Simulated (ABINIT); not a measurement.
Input of an ABINIT 10.8.3 (patched build) run:

The input run.abi:

```
pp_dirpath "./"
pseudos "Ti.upf, Al.upf"

acell 3*1.0
rprim
     5.4183403473     0.0000000000     0.0000000000
    -2.7091701735     4.6924203870     0.0000000000
     0.0000000000     0.0000000000     8.8402956583
ntypat 2
znucl 22 13
natom 2
typat 1 2
xcart
     0.0000000000     0.0000000000     0.0000000000
    -0.0000000001     1.6554146219     2.3390415000 Angstrom

ecut 42.0

kptopt 1
ngkpt 11 11 6
nshiftk 1
shiftk 0.0 0.0 0.0

ixc 11

nband 12
occopt 3
tsmear 0.00183747

nstep 100
tolvrs 1.0e-10

iomode 3
prtwf 0
prtden 0
prteig 0
prtebands 0
```

Potentials or basis: PseudoDojo NC SR PBE v0.5 stringent.

Launch:

```bash
$ abinit run.abi > log 2>&1
```

(1) Predict the band gap on the k mesh.

(2) Predict the pressure.

## Answers

(1) none (metal or under the smearing width).

(2) 0.2 GPa.
